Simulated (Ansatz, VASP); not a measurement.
# B: VASP beside Ansatz

```
B
1.0
    -1.20041    1.20041    2.06799
     1.20041   -1.20041    2.06799
     1.20041    1.20041   -2.06799
B
2
Direct
  0.29191 0.29191 0.00000
  0.70809 0.70809 0.00000
```

Alike in both runs: task relaxation of cell and atoms; functional PBE; k mesh 10 × 10 × 10; occupations gaussian, width 0.1 eV; no spin polarisation.

|  | VASP | Ansatz |
| --- | --- | --- |
| version | VASP 6.6.1 | Ansatz 0.2.0 |
| potentials or method | VASP PAW PBE potentials, release 64 (B) | scalar-relativistic, plane waves, PAW |
| plane-wave cutoff (eV) | 600 | 420 |
| valence electrons in the cell | 6 | 6 |

```csv
,VASP,Ansatz,Ansatz less VASP
"gap on the k mesh at the Fermi level, each at its own relaxed structure (eV)",none,none,-
relaxed volume (Å³/atom),6.71,6.70,-0.009
relaxed cell length with the largest relative difference (Å),3.106,3.105,-0.0012
energy change over the relaxation (meV/atom),-686,-686,+0.8
```

A gap of «none» marks a metal or a gap that the smearing closes.

Caveats: the k mesh is coarse (spacing up to 0.37 Å⁻¹), so the values aren't converged.
